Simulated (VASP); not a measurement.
# Si in VASP: how settings move the PBE single point

The PBE single point of Si built on the lonsdaleite prototype is repeated with altered inputs. Which of them can be trusted?

The runs shown are made with VASP 6.6.1. PAW datasets, plane waves. Computed at 0 K without zero-point motion; spin polarisation is off (in the reference).

**1. The system as given**

The cell comes from an earlier relaxation with r2SCAN in another program, then strained, with the atoms relaxed again. Some of the altered inputs switch spin polarisation on.

Space group P6_3/mmc (No. 194), hexagonal; a = 3.832 Å, c = 6.341 Å in the conventional setting, 20.16 Å³ an atom. Around Si lie 4 Si at 2.35–2.37 Å.

Coordinates:

```xyz
4
Lattice="3.8321 0.0000 0.0000 -1.9161 3.3187 0.0000 0.0000 0.0000 6.3412" Properties=species:S:1:pos:R:3 pbc="T T T"
Si    0.0000    2.2125    0.0036
Si    1.9161    1.1062    3.1742
Si    0.0000    2.2125    2.3744
Si    1.9161    1.1062    5.5450
```

**2. Reference**

INCAR

```
ENCUT = 520.000000
SIGMA = 0.020000
EDIFF = 1.00e-07
GGA = PE
PREC = Accurate
IBRION = -1
ISIF = 2
ISMEAR = -1
NBANDS = 16
NELM = 120
NSW = 0
LASPH = .TRUE.
LCHARG = .FALSE.
LWAVE = .FALSE.
LREAL = .FALSE.
```

KPOINTS

```
KPOINTS created by Atomic Simulation Environment
0
Gamma
12 12 4
0 0 0
```

POSCAR

```
Si
 1.0000000000000000
     3.8321295589639761    0.0000000000000000    0.0000000000000000
    -1.9160647794819881    3.3187215486560602    0.0000000000000000
     0.0000000000000000    0.0000000000000000    6.3412168604500563
 Si
   4
Cartesian
  0.0000000000000001  2.2124810324373736  0.0035570476877611
  1.9160647794819881  1.1062405162186868  3.1741654779127892
  0.0000000000000001  2.2124810324373736  2.3743992749810103
  1.9160647794819881  1.1062405162186868  5.5450077052060394
```

A file KPOINTS_OPT adds named points for the levels; it doesn't enter the self-consistent loop.

Potentials: the recommended PBE PAW datasets, 16 valence electrons.

The run is started by

```bash
$ mpirun -np 1 vasp_std
```

**3. Altered input 1**

Changes to INCAR since step 2:

```diff
@@ -15 +15,2 @@
 LREAL = .FALSE.
+NELMDL = 0
```

KPOINTS is that of step 2.

POSCAR is that of step 2.

**4. Altered input 2**

Changes to INCAR since step 2:

```diff
@@ -9,3 +9,2 @@
 NBANDS = 16
-NELM = 120
 NSW = 0
@@ -15 +14,2 @@
 LREAL = .FALSE.
+NELM = 89
```

KPOINTS

```
KPOINTS created by Atomic Simulation Environment
0
Gamma
15 15 5
0 0 0
```

POSCAR is that of step 2.

**5. Altered input 3**

Changes to INCAR since step 2:

```diff
@@ -9,3 +9,2 @@
 NBANDS = 16
-NELM = 120
 NSW = 0
@@ -15 +14,4 @@
 LREAL = .FALSE.
+ISPIN = 2
+MAGMOM = -1 1 1 1
+NELM = 93
```

KPOINTS

```
KPOINTS created by Atomic Simulation Environment
0
Monkhorst-Pack
12 12 4
0 0 0
```

POSCAR is that of step 2.

**Question.** What will these runs give? Wanted: for each run, changed; ending; energy change; pressure; electronic steps; usable.

As calculated:

| run | changed | ending | energy change (meV/atom) | pressure (GPa) | gap on the mesh (eV; negative: overlap) | electronic steps | time | usable |
| --- | --- | --- | --- | --- | --- | --- | --- | --- |
| ref. | – | converged | 0 | 1.2 | 0.43 | 14 | 65 s | yes |
| 1 | NELMDL = 0 | converged | 0.0 | 1.2 | 0.43 | 14 | 54 s | yes |
| 2 | NELM = 89, mesh 15×15×5 | converged | 0.3 | 1.2 | 0.44 | 14 | 74 s | yes |
| 3 | ISPIN = 2, MAGMOM = -1 1 1 1, NELM = 93, shifted mesh | converged | 0.6 | 1.2 | – | 17 | 5.7 min | yes |

**Reading.** Of 3 altered inputs, 3 gave usable results. Among the usable ones with comparable energies, «ISPIN = 2, MAGMOM = -1 1 1 1, NELM = 93, shifted mesh» moves the energy most, by 0.6 meV/atom.
